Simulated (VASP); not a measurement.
Here is a VASP 6.6.1 calculation.

The input INCAR:

```
SYSTEM = Au
ALGO = Normal
EDIFF = 1E-6
ENCUT = 520
GGA = PE
ISIF = 2
ISMEAR = 1
IVDW = 12
LASPH = .True.
LCHARG = .True.
LREAL = .False.
LVHAR = .True.
LWAVE = .False.
NELM = 80
PREC = Accurate
SIGMA = 0.1
```

Contents of KPOINTS:

```
k-points
0
Gamma
  18 18 18
  0 0 0
```

Contents of POSCAR:

```
Au                                      
1.0
    0.0000000000      2.0507876625      2.0507876625
    2.0507876625      0.0000000000      2.0507876625
    2.0507876625      2.0507876625      0.0000000000
  Au            
     1
Direct
     0.0000000000000000    0.0000000000000000    0.0000000000000000
```

Potentials or basis: VASP PAW PBE potentials, release 64 (Au).

Launch:

```console
$ cat potpaw_PBE.64/Au/POTCAR > POTCAR
$ mpirun -np 1 vasp_std > vasp.out
```

Question: What does it give for the dispersion energy per atom?

Answer: -0.657 eV.

Question: Estimate the pressure.

Answer: -0.1 GPa.

Question: Predict the band gap on the k mesh.

Answer: None (metal or under the smearing width).

Caveat: pairwise dispersion overbinds metals, which lowers pressure and volume. The run has no spin-orbit coupling, so splittings on Au are missing.
